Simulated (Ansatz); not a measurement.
Is this NaCl structure stable?

It was reached by relaxing an invented guess, and it needn't be the stable form of this composition.

These are results of DFT PBE, scalar-relativistic, plane waves, PAW in Ansatz 0.2.0, not measurements. Cutoff 420 eV, Γ-centred 4×4×4 mesh (8-atom cell), Gaussian smearing of 0.02 eV, no spin polarisation.

```yaml
crystal:
  lattice:
    - [-4.26231, 4.26231, 4.26231]
    - [4.26231, -4.26231, 4.26231]
    - [4.26231, 4.26231, -4.26231]
  atoms:
    - { symbol: Na, position: [0.31170, 0.00000, 0.00000] }
    - { symbol: Na, position: [0.68830, 0.68830, 0.68830] }
    - { symbol: Na, position: [0.00000, 0.31170, 0.00000] }
    - { symbol: Na, position: [0.00000, 0.00000, 0.31170] }
    - { symbol: Cl, position: [0.00000, 0.67038, 0.00000] }
    - { symbol: Cl, position: [0.32962, 0.32962, 0.32962] }
    - { symbol: Cl, position: [0.67038, 0.00000, 0.00000] }
    - { symbol: Cl, position: [0.00000, 0.00000, 0.67038] }
```

The zero of energy is the elements' standard structures at the same level (Cl₂ as a molecule); no fitted shifts are applied.

**Question.** These tests were run: energy against the elements; phonons at Γ; elastic tensor. What do they show?

**Answer.**

| test | result |
| --- | --- |
| energy against the elements | −1.755 eV/atom |
| phonons at Γ | lowest optical mode 70 cm⁻¹ |
| elastic tensor | least eigenvalue 1 GPa |

It fails none of these tests. Other phases of the system weren't compared here, so this isn't yet thermodynamic stability. Phonons away from Γ weren't computed.

The run for the phonons used a 4×4×4 k mesh. The run for the elastic tensor used a 4×4×4 k mesh.
